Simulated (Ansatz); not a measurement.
A nudged elastic band was laid between two geometries of a periodic cell of 17 atoms, Si (host Si, host structure diamond, interstitial Si).

Method: Ansatz, DFT PBEsol, scalar-relativistic, plane waves, PAW. Settings: PAW set soft_1, cutoff 420 eV, k mesh 2x2x2, gaussian smearing 0.02 eV, no spin polarisation.

```yaml
movable_images: 7
climbing_image: yes
spring: 5.0 eV/Å²
optimiser: quadratic models (default)
start_path: IDPP
force_threshold: 0.05 eV/Å
iteration_limit: 49
end_points: relaxed
```

Image 0:

```xyz
17
Lattice="0.0000 5.4300 5.4300 5.4300 0.0000 5.4300 5.4300 5.4300 0.0000" Properties=species:S:1:pos:R:3
Si -0.030 -0.001 0.002
Si 1.339 1.378 1.383
Si 2.717 2.748 0.003
Si 4.079 4.069 1.367
Si 2.716 0.001 2.755
Si 4.080 1.364 4.074
Si 5.431 2.716 2.719
Si 6.783 4.067 4.073
Si -0.001 2.714 2.710
Si 1.332 4.047 4.049
Si 2.715 5.430 2.687
Si 4.098 6.812 4.051
Si 2.714 2.685 5.432
Si 4.093 4.055 6.812
Si 5.463 5.432 5.433
Si 6.785 6.793 6.797
Si 2.714 5.430 5.427
```

Image 8:

Only the atoms that move by more than 0.05 Å are listed.
```
Si17 4.075 4.066 4.068
```

(1) Which bonds break or form, and what moves?

(2) What energy profile does the band end with?

(3) What is the geometry of the highest image?

## Answers

(1) Contacts lost: Si2–Si17. Contacts made: Si7–Si17. The atom that moves furthest is Si17, by 2.36 Å; four of its nearest neighbours are Si14 2.39, Si2 2.39, Si12 2.39, Si10 2.39 Å at the first end and Si15 2.39, Si7 2.39, Si11 2.39, Si13 2.39 Å at the last.

(2) The run converged. The highest image is number 4 of 0 to 8, 0.294 eV above the ends, which have the same energy within 2 meV. By the program's own check the climbing image is a first-order saddle point (lowest curvatures found: -0.28 and 0.61 eV/Å²). Limits of this set-up: coarse k mesh, PAW files made for another functional, a small cell, in which the defect meets its images.

| image | path coordinate (Å) | energy (eV) | Si2–Si17 (Å) | Si7–Si17 (Å) |
| --- | --- | --- | --- | --- |
| 0 | 0.00 | 0.000 | 2.39 | 4.70 |
| 1 | 0.42 | 0.060 | 2.43 | 4.35 |
| 2 | 0.85 | 0.228 | 2.49 | 3.99 |
| 3 | 1.27 | 0.277 | 2.70 | 3.57 |
| 4 | 1.70 | 0.294 | 3.10 | 3.12 |
| 5 | 2.13 | 0.278 | 3.56 | 2.71 |
| 6 | 2.56 | 0.228 | 3.98 | 2.50 |
| 7 | 2.99 | 0.057 | 4.36 | 2.43 |
| 8 | 3.43 | 0.000 | 4.70 | 2.39 |

(3) 
```xyz
17
Lattice="0.0000 5.4300 5.4300 5.4300 0.0000 5.4300 5.4300 5.4300 0.0000" Properties=species:S:1:pos:R:3
Si -0.023 -0.076 -0.075
Si 1.601 1.115 1.117
Si 2.792 2.739 -0.074
Si 3.998 4.148 1.336
Si 2.791 -0.075 2.742
Si 3.999 1.335 4.148
Si 5.193 2.953 2.954
Si 6.811 4.146 4.148
Si 0.223 2.492 2.491
Si 1.252 3.969 3.978
Si 2.619 5.529 2.614
Si 4.176 6.893 3.979
Si 2.622 2.614 5.531
Si 4.170 3.977 6.890
Si 5.529 5.523 5.529
Si 6.566 7.008 7.008
Si 3.384 4.758 4.748
```

Run time: 9.2 min on 1 thread of Intel(R) Xeon(R) Platinum 8259CL CPU @ 2.50GHz (Skylake/Cascade Lake), with other jobs on the host, peak memory 0.98 GiB.
